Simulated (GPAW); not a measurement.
# BAs (F-43m) in GPAW: further runs

Aim: see how the results for BAs move with the level of theory and the settings. Levels: RPBE, PBE, BP86, SOGGA. Tasks: equation of state, band structure.

Program: GPAW 26.7.0. These are calculated values, not measurements. Logs are shortened: lines on timing, memory, paths and dates and some standing lists are left out, and cuts for length are marked. The log counts tension as positive stress, the text compression.

**The experiment to reproduce.**

“Basic Physical Properties of Cubic Boron Arsenide”, 2019, arxiv:1911.11281 quotes, for a bulk crystal of BAs: bulk modulus 148 GPa.

The results are compared with them further down.

## 1. The structure

The structure is cubic, space group F-43m (No. 216). Conventional cell: a = 4.777 Å, b = 4.777 Å, c = 4.777 Å, α = 90.00°, β = 90.00°, γ = 90.00°. Around As (site symmetry -43m) lie 4 B at 2.07 Å. B (site symmetry -43m) has 4 As at 2.07 Å as nearest neighbours.

## 2. Equation of state, RPBE

run.py reads:

```python
from ase.eos import EquationOfState
from ase.io import Trajectory, read
from ase.units import GPa
from gpaw import GPAW, PW

atoms = read('BAs.xyz')

traj = Trajectory('eos.traj', 'w')
volumes, energies = [], []
for x in [0.94, 0.96, 0.98, 1.0, 1.02, 1.04, 1.06]:
    a = atoms.copy()
    a.set_cell(atoms.cell * x**(1 / 3), scale_atoms=True)
    calc = GPAW(mode=PW(800),
                xc='RPBE',
                kpts={'size': (8, 8, 8), 'gamma': True},
                occupations={'name': 'fermi-dirac', 'width': 0.05},
                nbands=11,
                convergence={'density': 1e-05, 'energy': 1e-05},
                maxiter=150,
                txt=f'eos-{x:.2f}.txt')
    a.calc = calc
    energies.append(a.get_potential_energy(force_consistent=True))
    volumes.append(a.get_volume())
    p = -a.get_stress()[:3].mean() / GPa
    calc.write(f'eos-{x:.2f}.gpw')
    traj.write(a)
    print(f'{x:.2f} {volumes[-1]:10.4f} A^3 {energies[-1]:14.6f} eV {p:9.3f} GPa', flush=True)

v0, e0, B = EquationOfState(volumes, energies, eos='birchmurnaghan').fit()
print(f'V0 = {v0:.4f} A^3, E0 = {e0:.6f} eV, B0 = {B / GPa:.2f} GPa')
```

BAs.xyz reads:

```xyz
2
Lattice="0.0000000000 2.3885000000 2.3885000000 2.3885000000 0.0000000000 2.3885000000 2.3885000000 2.3885000000 0.0000000000" Properties=species:S:1:pos:R:3 pbc="T T T"
As     3.5827500000      3.5827500000      3.5827500000
B      0.0000000000      0.0000000000      0.0000000000
```

Potentials or basis: the program's PAW data sets (release 1.2.1) made for this functional, pw.

On the command line:

```
OMP_NUM_THREADS=1 python run.py
```

The program printed:

```text
__  _  _
 | _ |_)|_||  |
 |__||  | ||/\| - 26.7.0

Input parameters:
  mode=PW(ecut=800.0),
  convergence={'density': 1e-05, 'energy': 1e-05},
  kpts=MonkhorstPack(size=(8, 8, 8), gamma=True),
  maxiter=150,
  nbands=11,
  occupations=Occupations(name='fermi-dirac', width=0.05),
  xc=XC(name='RPBE')

Diagonalizing LCAO Hamiltonian
Converting LCAO to pw mode

                   As

       B

Atoms  # Å, Bohr magnetons
|   | symbol |        x |        y |        z |    initial magnetic moments |
|---|--------|----------|----------|----------|-----------------------------|
| 0 |     As | 3.534329 | 3.534329 | 3.534329 | ( 0.0000,  0.0000,  0.0000) |
| 1 |      B | 0.000000 | 0.000000 | 0.000000 | ( 0.0000,  0.0000,  0.0000) |

Unit cell  # Å
| periodic |        x |        y |        z |  lengths |    angles |
|----------|----------|----------|----------|----------|-----------|
|      yes | 0.000000 | 2.356219 | 2.356219 | 3.332197 | 60.000000 |
|      yes | 2.356219 | 0.000000 | 2.356219 | 3.332197 | 60.000000 |
|      yes | 2.356219 | 2.356219 | 0.000000 | 3.332197 | 60.000000 |

Number of symmetries: 24
Symmetry operations  # r_c * U_cc + t_c -> r_c
|    | kind |            matrix            |
|----|------|------------------------------|
|  0 |  E   |  1, 0, 0,  0, 1, 0,  0, 0, 1 |
|  1 |  σ   |  1, 0, 0,  0, 0, 1,  0, 1, 0 |
|  2 |  σ   |  1, 0,-1,  0, 1,-1,  0, 0,-1 |
|  3 |  C3  |  1, 0,-1,  0, 0,-1,  0, 1,-1 |
|  4 |  C3  |  1,-1, 0,  0,-1, 1,  0,-1, 0 |
|  5 |  σ   |  1,-1, 0,  0,-1, 0,  0,-1, 1 |
|  6 |  σ   |  0, 1, 0,  1, 0, 0,  0, 0, 1 |
|  7 |  C3  |  0, 1, 0,  0, 0, 1,  1, 0, 0 |
|  8 |  C2  |  0, 1,-1,  1, 0,-1,  0, 0,-1 |
|  9 |  S4  |  0, 1,-1,  0, 0,-1,  1, 0,-1 |
| 10 |  C3  |  0, 0, 1,  1, 0, 0,  0, 1, 0 |
| 11 |  σ   |  0, 0, 1,  0, 1, 0,  1, 0, 0 |
| 12 |  S4  |  0, 0,-1,  1, 0,-1,  0, 1,-1 |
| 13 |  C3  |  0, 0,-1,  0, 1,-1,  1, 0,-1 |
| 14 |  S4  |  0,-1, 1,  1,-1, 0,  0,-1, 0 |
| 15 |  C2  |  0,-1, 1,  0,-1, 0,  1,-1, 0 |
| 16 |  C3  |  0,-1, 0,  1,-1, 0,  0,-1, 1 |
| 17 |  S4  |  0,-1, 0,  0,-1, 1,  1,-1, 0 |
| 18 |  S4  | -1, 1, 0, -1, 0, 1, -1, 0, 0 |
| 19 |  C3  | -1, 1, 0, -1, 0, 0, -1, 0, 1 |
| 20 |  C3  | -1, 0, 1, -1, 1, 0, -1, 0, 0 |
| 21 |  S4  | -1, 0, 1, -1, 0, 0, -1, 1, 0 |
| 22 |  σ   | -1, 0, 0, -1, 1, 0, -1, 0, 1 |
| 23 |  C2  | -1, 0, 0, -1, 0, 1, -1, 1, 0 |

BZ-sampling:
  Number of BZ points: 512
  Number of IBZ points: 29

  Monkhorst-Pack size: [8, 8, 8]
  Monkhorst-Pack shift: [0.0625, 0.0625, 0.0625]

K-points  # in reciprocal-cell coordinates
|     |                                coordinates |     weight |
|-----|--------------------------------------------|------------|
|   0 | (  0.00000000,   0.00000000,   0.00000000) | 0.00195312 |
|   1 | (  0.12500000,   0.12500000,   0.00000000) | 0.01171875 |
|   2 | (  0.12500000,   0.12500000,   0.12500000) | 0.01562500 |
|   3 | (  0.25000000,   0.12500000,   0.12500000) | 0.02343750 |
|   4 | (  0.25000000,   0.25000000,   0.00000000) | 0.01171875 |
|   5 | (  0.25000000,   0.25000000,   0.12500000) | 0.04687500 |
|   6 | (  0.25000000,   0.25000000,   0.25000000) | 0.01562500 |
|   7 | (  0.37500000,   0.25000000,  -0.37500000) | 0.04687500 |
|   8 | (  0.37500000,   0.25000000,   0.12500000) | 0.04687500 |
|   9 | (  0.37500000,   0.25000000,   0.25000000) | 0.04687500 |
| ... |                                            |            |
|  28 | (  0.50000000,   0.50000000,   0.50000000) | 0.00781250 |

Plane wave coefficients: 1363
Cutoff: 800.0 eV

Spin-components: 1 (collinear spins)
Bands:           11
Projectors:      10
Spin-degeneracy: 2
Datatype:        complex128

Parallelization:
  kpt:    1
  domain: 1
  band:   1

Density:
  Valence electrons: 8.0
  Components: 1
  Grid points: [24 24 24]
  Charge: 0.0  # |e|

Potential:
  Grid points: [24 24 24]

species:
  As:
    name:    Arsenic
    Z:       33.0
    valence: 5
    core:    28
    charge:  0.0  # [|e|]
    compensation charges:
      type: gauss
      rc: 0.33  # [Å]
      lmax: 2
    cutoffs:
      filter: 1.87  # [Å]
      core: 2.96  # [Å]
    projectors
    | kind |    occ | energy [eV] | rcut [Å] |
    |------|--------|-------------|----------|
    |   4s |  2.000 |     -14.426 |    1.058 |
    |   4p |  3.000 |      -5.163 |    1.058 |
    |    s |        |      12.785 |    1.058 |
    |    p |        |      22.048 |    1.058 |
    |    d |        |       0.000 |    1.058 |

    Using partial waves for As as LCAO basis

  B:
    name:    Boron
    Z:       5.0
    valence: 3
    core:    2
    charge:  0.0  # [|e|]
    compensation charges:
      type: gauss
      rc: 0.20  # [Å]
      lmax: 2
    cutoffs:
      filter: 1.14  # [Å]
      core: 1.38  # [Å]
    projectors
    | kind |    occ | energy [eV] | rcut [Å] |
    |------|--------|-------------|----------|
    |   2s |  2.000 |      -9.489 |    0.635 |
    |   2p |  1.000 |      -3.587 |    0.635 |
    |    s |        |      17.723 |    0.635 |
    |    p |        |      23.625 |    0.635 |
    |    d |        |       0.000 |    0.635 |

    Using partial waves for B as LCAO basis

Reference energy: -62180.162683  # eV

eigensolver:
  PPCG
  Converge bands: occupied
  niter=2

density mixing:
  MSR1-Mixer
  Pratt-step length: 0.05
  Maximum mixing coefficient: 0.75
  Old densities: 10
  SVD Regularization: 0.005
  Good broyden scale: 1.0
  Trust region scale: 1.0
  Backstep threshold: 4.0
  History deletion threshold: 6.0
  Fourier metric: weight=20.0, sigma=0.015

occupation numbers:
  Fermi-Dirac:
    width: 0.0500  # eV

poisson solver:
  ecut: 6400.0  # eV

xc functional:
  name: RPBE with 2 nearest neighbor stencil

convergence criteria:
- Maximum integral of absolute [dens]ity change: 1e-05 electrons / valence electron
- Maximum [total energy] change in last 3 cyles: 1e-05 eV / valence electron
- Maximum integral of absolute [eigenst]ate change: 4e-08 eV^2 / valence electron
maximum number of iterations: 150

SCF iterations
|iter     | |      energy | eigst |  dens |
|---------|-|-------------|-------|-------|
|iter:   1| |  -11.178973 | -0.26 |       |
|iter:   2| |  -11.054454 | -2.34 | -0.71 |
|iter:   3| |  -10.569219 | -1.64 | -0.75 |
|iter:   4| |  -10.569601 | -3.05 | -1.44 |
|iter:   5| |  -10.570851 | -3.86 | -1.87 |
|iter:   6| |  -10.570926 | -5.58 | -2.64 |
|iter:   7| |  -10.570928c| -7.27 | -3.49 |
|iter:   8| |  -10.570929c| -8.02c| -4.01 |
|iter:   9| |  -10.570929c| -8.58c| -5.09c|

Converged in 9 steps
Energy contributions relative to reference atoms: (reference = -62180.162683)

Energy contributions:
  Kinetic:          25.128164
  Coulomb:         -21.796262
  Zero:             -0.012432
  External:          0.000000
  Xc:              -13.890399
  Entropy:          -0.000000
  Spinorbit:         0.000000
  ----------------------------
  Free energy:     -10.570929
  Extrapolated:    -10.570929

dipole moment: (-3.094958, -3.094958, -3.094958)  # |e|*Ang

Fermi level: 9.194
Eigenvalues  # (at kpt = [0.000, 0.000, 0.000])
| band index |      eig [eV] | occ [0-2] |
|------------|---------------|-----------|
|          0 |        -7.158 |     2.000 |
|          1 |         8.621 |     2.000 |
|          2 |         8.621 |     2.000 |
|          3 |         8.621 |     2.000 |
|          4 |        11.966 |     0.000 |
|          5 |        11.966 |     0.000 |
|          6 |        11.966 |     0.000 |
|          7 |        13.904 |     0.000 |
|          8 |        18.615 |     0.000 |
|          9 |        21.818 |     0.000 |
|         10 |        21.818 |     0.000 |

Gap: 1.182 eV
Transition (v -> c):
  (s=0, k=0, n=3, [0.00, 0.00, 0.00]) -> (s=0, k=12, n=4, [0.38, 0.38, 0.00])
Direct/indirect transitions are different
Direct gap: 3.345 eV
Transition at: (s=0, k=0, n=3, [0.00, 0.00, 0.00])

Stress tensor  # eV/Ang^3
|         x |         y |         z |
|-----------|-----------|-----------|
| -0.078685 | -0.000000 | -0.000000 |
| -0.000000 | -0.078685 |  0.000000 |
| -0.000000 |  0.000000 | -0.078685 |

# Writing to eos-0.96.gpw (mode='')
```

Run time: 70 s. Hardware: 1 thread of Arm Neoverse V1, shared host; peak memory 0.21 GiB.

What came out:

```yaml
Equilibrium_volume: 14.24 Å³/atom
Bulk_modulus: 126 GPa
Pressure_derivative_of_the_bulk_modulus: 4.1
```

Energy against volume, from the lowest point:
```
volume (Å³/atom)  energy (meV/atom)
          12.809              67.57
          13.081              42.69
          13.354              24.07
          13.626              11.09
          13.899               3.23
          14.171               0.00
          14.444               0.96
```

RPBE and its kin give volumes clearly too large for solids.

## 3. Band structure, PBE

run.py reads:

```python
import spglib
from ase import Atoms
from ase.dft.bandgap import bandgap
from ase.io import read, write
from gpaw import GPAW

atoms = read('BAs.cif')
cell, positions, numbers = spglib.find_primitive(
    (atoms.cell[:], atoms.get_scaled_positions(), atoms.numbers), symprec=1e-4)
atoms = Atoms(numbers, cell=cell, scaled_positions=positions, pbc=True)

calc = GPAW(mode='lcao',
            h=0.2,
            basis='szp(dzp)',
            xc='PBE',
            kpts={'size': (8, 8, 8), 'gamma': True},
            occupations={'name': 'fermi-dirac', 'width': 0.05},
            convergence={'density': 1e-05, 'energy': 1e-05},
            maxiter=150,
            txt='gpaw.txt')
atoms.calc = calc
energy = atoms.get_potential_energy()
forces = atoms.get_forces()
calc.write('gs.gpw')
write('result.traj', atoms)
print(f'Energy: {energy:.6f} eV')
print('Forces (eV/A):')
print(forces.round(4))
print('Fermi level:', round(calc.get_fermi_level(), 4), 'eV')
print(f'Gap: {bandgap(calc)[0]:.4f} eV, direct: {bandgap(calc, direct=True)[0]:.4f} eV')

path = atoms.cell.bandpath('GXWKGLUWLK,UX', npoints=80, eps=1e-4)
bs_calc = calc.fixed_density(kpts=path, symmetry='off', txt='bands.txt')
bs = bs_calc.band_structure()
bs.write('bs.json')
print(f'Gap on the path: {bandgap(bs_calc)[0]:.4f} eV')
```

BAs.cif reads:

```cif
data_BAs
_cell_length_a 4.77700000
_cell_length_b 4.77700000
_cell_length_c 4.77700000
_cell_angle_alpha 90.00000000
_cell_angle_beta 90.00000000
_cell_angle_gamma 90.00000000
_space_group_name_H-M_alt 'F-43m'
_space_group_name_Hall 'F -4 2 3'
_space_group_IT_number 216
loop_
_space_group_symop_operation_xyz
'x,y,z'
'y,-x,-z'
'-x,-y,z'
'-y,x,-z'
'x,-y,-z'
'y,x,z'
'-x,y,-z'
'-y,-x,z'
'z,x,y'
'-z,y,-x'
'z,-x,-y'
'-z,-y,x'
'-z,x,-y'
'z,y,x'
'-z,-x,y'
'z,-y,-x'
'y,z,x'
'-x,-z,y'
'-y,z,-x'
'x,-z,-y'
'-y,-z,x'
'x,z,y'
'y,-z,-x'
'-x,z,-y'
'x,y+1/2,z+1/2'
'y,-x+1/2,-z+1/2'
'-x,-y+1/2,z+1/2'
'-y,x+1/2,-z+1/2'
'x,-y+1/2,-z+1/2'
'y,x+1/2,z+1/2'
'-x,y+1/2,-z+1/2'
'-y,-x+1/2,z+1/2'
'z,x+1/2,y+1/2'
'-z,y+1/2,-x+1/2'
'z,-x+1/2,-y+1/2'
'-z,-y+1/2,x+1/2'
'-z,x+1/2,-y+1/2'
'z,y+1/2,x+1/2'
'-z,-x+1/2,y+1/2'
'z,-y+1/2,-x+1/2'
'y,z+1/2,x+1/2'
'-x,-z+1/2,y+1/2'
'-y,z+1/2,-x+1/2'
'x,-z+1/2,-y+1/2'
'-y,-z+1/2,x+1/2'
'x,z+1/2,y+1/2'
'y,-z+1/2,-x+1/2'
'-x,z+1/2,-y+1/2'
'x+1/2,y,z+1/2'
'y+1/2,-x,-z+1/2'
'-x+1/2,-y,z+1/2'
'-y+1/2,x,-z+1/2'
'x+1/2,-y,-z+1/2'
'y+1/2,x,z+1/2'
'-x+1/2,y,-z+1/2'
'-y+1/2,-x,z+1/2'
'z+1/2,x,y+1/2'
'-z+1/2,y,-x+1/2'
'z+1/2,-x,-y+1/2'
'-z+1/2,-y,x+1/2'
'-z+1/2,x,-y+1/2'
'z+1/2,y,x+1/2'
'-z+1/2,-x,y+1/2'
'z+1/2,-y,-x+1/2'
'y+1/2,z,x+1/2'
'-x+1/2,-z,y+1/2'
'-y+1/2,z,-x+1/2'
'x+1/2,-z,-y+1/2'
'-y+1/2,-z,x+1/2'
'x+1/2,z,y+1/2'
'y+1/2,-z,-x+1/2'
'-x+1/2,z,-y+1/2'
'x+1/2,y+1/2,z'
'y+1/2,-x+1/2,-z'
'-x+1/2,-y+1/2,z'
'-y+1/2,x+1/2,-z'
'x+1/2,-y+1/2,-z'
'y+1/2,x+1/2,z'
'-x+1/2,y+1/2,-z'
'-y+1/2,-x+1/2,z'
'z+1/2,x+1/2,y'
'-z+1/2,y+1/2,-x'
'z+1/2,-x+1/2,-y'
'-z+1/2,-y+1/2,x'
'-z+1/2,x+1/2,-y'
'z+1/2,y+1/2,x'
'-z+1/2,-x+1/2,y'
'z+1/2,-y+1/2,-x'
'y+1/2,z+1/2,x'
'-x+1/2,-z+1/2,y'
'-y+1/2,z+1/2,-x'
'x+1/2,-z+1/2,-y'
'-y+1/2,-z+1/2,x'
'x+1/2,z+1/2,y'
'y+1/2,-z+1/2,-x'
'-x+1/2,z+1/2,-y'
loop_
_atom_site_label
_atom_site_type_symbol
_atom_site_symmetry_multiplicity
_atom_site_Wyckoff_symbol
_atom_site_fract_x
_atom_site_fract_y
_atom_site_fract_z
_atom_site_occupancy
As1 As 4 c 0.2500000000 0.2500000000 0.2500000000 1
B1 B 4 a 0.0000000000 0.0000000000 0.0000000000 1
```

Potentials or basis: GPAW PAW data sets (gpaw-data 1.2.1), lcao:szp(dzp).

On the command line:

```
OMP_NUM_THREADS=1 python run.py
```

gpaw.txt:

```text
__  _  _
 | _ |_)|_||  |
 |__||  | ||/\| - 26.7.0

Input parameters:
  mode=LCAO(),
  basis={'default': 'szp(dzp)'},
  convergence={'density': 1e-05, 'energy': 1e-05},
  h=0.2,
  kpts=MonkhorstPack(size=(8, 8, 8), gamma=True),
  maxiter=150,
  occupations=Occupations(name='fermi-dirac', width=0.05),
  xc=XC(name='PBE')

           As

       B

Atoms  # Å, Bohr magnetons
|   | symbol |        x |        y |        z |    initial magnetic moments |
|---|--------|----------|----------|----------|-----------------------------|
| 0 |     As | 1.194250 | 1.194250 | 1.194250 | ( 0.0000,  0.0000,  0.0000) |
| 1 |      B | 0.000000 | 0.000000 | 0.000000 | ( 0.0000,  0.0000,  0.0000) |

Unit cell  # Å
| periodic |        x |        y |        z |  lengths |    angles |
|----------|----------|----------|----------|----------|-----------|
|      yes | 0.000000 | 2.388500 | 2.388500 | 3.377849 | 60.000000 |
|      yes | 2.388500 | 0.000000 | 2.388500 | 3.377849 | 60.000000 |
|      yes | 2.388500 | 2.388500 | 0.000000 | 3.377849 | 60.000000 |

Number of symmetries: 24
Symmetry operations  # r_c * U_cc + t_c -> r_c
|    | kind |            matrix            |
|----|------|------------------------------|
|  0 |  E   |  1, 0, 0,  0, 1, 0,  0, 0, 1 |
|  1 |  σ   |  1, 0, 0,  0, 0, 1,  0, 1, 0 |
|  2 |  σ   |  1, 0,-1,  0, 1,-1,  0, 0,-1 |
|  3 |  C3  |  1, 0,-1,  0, 0,-1,  0, 1,-1 |
|  4 |  C3  |  1,-1, 0,  0,-1, 1,  0,-1, 0 |
|  5 |  σ   |  1,-1, 0,  0,-1, 0,  0,-1, 1 |
|  6 |  σ   |  0, 1, 0,  1, 0, 0,  0, 0, 1 |
|  7 |  C3  |  0, 1, 0,  0, 0, 1,  1, 0, 0 |
|  8 |  C2  |  0, 1,-1,  1, 0,-1,  0, 0,-1 |
[... 332 lines left out ...]
    FST axes: []

xc functional:
  name: PBE with 2 nearest neighbor stencil
interpolation: tri-quintic # 5. degree polynomial

convergence criteria:
- Maximum integral of absolute [dens]ity change: 1e-05 electrons / valence electron
- Maximum [total energy] change in last 3 cyles: 1e-05 eV / valence electron
- Maximum integral of absolute [eigenst]ate change: 4e-08 eV^2 / valence electron
maximum number of iterations: 150

SCF iterations
|iter     | |      energy | eigst |  dens |
|---------|-|-------------|-------|-------|
|iter:   1| |  -10.881326 |      c|       |
|iter:   2| |  -10.802241 |      c| -0.83 |
|iter:   3| |  -10.524339 |      c| -0.88 |
|iter:   4| |  -10.526309 |      c| -1.56 |
|iter:   5| |  -10.526699 |      c| -1.93 |
|iter:   6| |  -10.526699 |      c| -4.00 |
|iter:   7| |  -10.526700c|      c| -4.41 |
|iter:   8| |  -10.526700c|      c| -6.18c|

Converged in 8 steps
Energy contributions relative to reference atoms: (reference = -62172.463167)

Energy contributions:
  Kinetic:           0.558223
  Coulomb:           0.479859
  Zero:              0.101487
  External:          0.000000
  Xc:              -11.666269
  Entropy:          -0.000000
  Spinorbit:         0.000000
  ----------------------------
  Free energy:     -10.526700
  Extrapolated:    -10.526700

dipole moment: (-11.771425, -11.771425, -11.771425)  # |e|*Ang

Fermi level: 8.418
Eigenvalues  # (at kpt = [0.000, 0.000, 0.000])
| band index |      eig [eV] | occ [0-2] |
|------------|---------------|-----------|
|          0 |        -7.699 |     2.000 |
|          1 |         7.579 |     2.000 |
|          2 |         7.589 |     2.000 |
|          3 |         7.589 |     2.000 |
|          4 |        11.155 |     0.000 |
|          5 |        11.158 |     0.000 |
|          6 |        11.158 |     0.000 |
|          7 |        12.487 |     0.000 |

Gap: 1.710 eV
Transition (v -> c):
  (s=0, k=0, n=3, [0.00, 0.00, 0.00]) -> (s=0, k=12, n=4, [0.38, 0.38, 0.00])
Direct/indirect transitions are different
Direct gap: 3.566 eV
Transition at: (s=0, k=0, n=3, [0.00, 0.00, 0.00])

Forces  # eV/Ang
|        x |        y |        z |
|----------|----------|----------|
| -0.00000 | -0.00000 | -0.00000 |  # As   0
| -0.00000 |  0.00000 | -0.00000 |  # B    1

# Writing to gs.gpw (mode='')
```

stdout:

```text
Energy: -10.526700 eV
Forces (eV/A):
[[-0. -0. -0.]
 [-0.  0. -0.]]
Fermi level: 8.4181 eV
Gap: 1.7104 eV, direct: 3.5664 eV
Gap on the path: 1.7088 eV
```

bands.txt:

```text
convergence criteria:
- Maximum integral of absolute [eigenst]ate change: 4e-08 eV^2 / valence electron
maximum number of iterations: 150

SCF iterations
|iter     | |      energy | eigst |  dens |
|---------|-|-------------|-------|-------|
|iter:   1| |             |      c|       |
[... 80 lines left out ...]
         [0.43055556, 0.43055556, 0.63888889],
         [0.41666667, 0.41666667, 0.66666667],
         [0.40277778, 0.40277778, 0.69444444],
         [0.38888889, 0.38888889, 0.72222222],
         [0.375     , 0.375     , 0.75      ],
         [0.625     , 0.25      , 0.625     ],
         [0.59375   , 0.1875    , 0.59375   ],
         [0.5625    , 0.125     , 0.5625    ],
         [0.53125   , 0.0625    , 0.53125   ],
         [0.5       , 0.        , 0.5       ]])),
  maxiter=150,
  occupations=Occupations(name='fermi-dirac', width=0.05),
  symmetry=Symmetry(point_group=False, time_reversal=False),
  xc=XC(name='PBE')
```

Run time: 23 s. Hardware: 1 thread of Arm Neoverse V1, shared host; peak memory 0.14 GiB.

These settings aren't checked as converged: the numbers below hold their error.

Results:

```
Free energy             : -10.5267 eV
Band gap on the k mesh  : 1.71 eV, indirect (least direct gap 3.57 eV)
Band gap along the path : 1.71 eV, indirect (least direct gap 3.57 eV)
```

Caveat: the real-space grid adds noise to forces; the basis of atomic orbitals isn't converged, which shifts pressures, moduli and gaps.

(Continued in part 2 of 2.)
